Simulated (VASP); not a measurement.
MnO2, 6 atoms in the cell. The structure is tetragonal, space group P4_2/mnm (No. 136). The conventional cell has a = 4.396 Å, b = 4.396 Å, c = 2.871 Å, α = 90.00°, β = 90.00°, γ = 90.00°. Mn (site symmetry mmm) has 6 O at 1.88 to 1.89 Å as nearest neighbours. O (site symmetry m2m) has 3 Mn at 1.88 to 1.89 Å as nearest neighbours. 

| Property | Result |
| --- | --- |
| Program | VASP 6.6.1 |
| Task | single point |
| Functional | HSE06 |
| Potentials or basis | VASP PAW PBE potentials, release 64 (Mn_pv, O) |
| Cutoff | 450 eV |
| k mesh | 3 × 3 × 4 |
| Occupations | gaussian, width 0.05 eV |
| Spin | collinear spin, ferromagnetic start |
| Starting moments | [4.0, 4.0, 0.0, 0.0, 0.0, 0.0] μB |
| Grid for exact exchange (PRECFOCK) | Fast |
| Screening parameter | 0.2 1/A |
| Further INCAR settings | ALGO = Normal; EDIFF = 1e-07 |

Potentials or basis: VASP PAW PBE potentials, release 64 (Mn_pv, O).

Launch:

```bash
$ cat potpaw_PBE.64/Mn_pv/POTCAR potpaw_PBE.64/O/POTCAR > POTCAR
$ cp INCAR.step1 INCAR
$ mpirun -np 1 vasp_std > vasp.out
$ cp INCAR.step2 INCAR
$ mpirun -np 1 vasp_std > vasp.out
```

Hardware: 1 thread of Intel(R) Xeon(R) Platinum 8488C (Sapphire Rapids), with other jobs on the host.

**Question.** How long does it take, and how much memory?

**Answer.** Run time: 24 min on 1 thread of Intel(R) Xeon(R) Platinum 8488C (Sapphire Rapids), on a shared host, peak memory 0.28 GiB. Counts: scf iterations 15, k points 9.
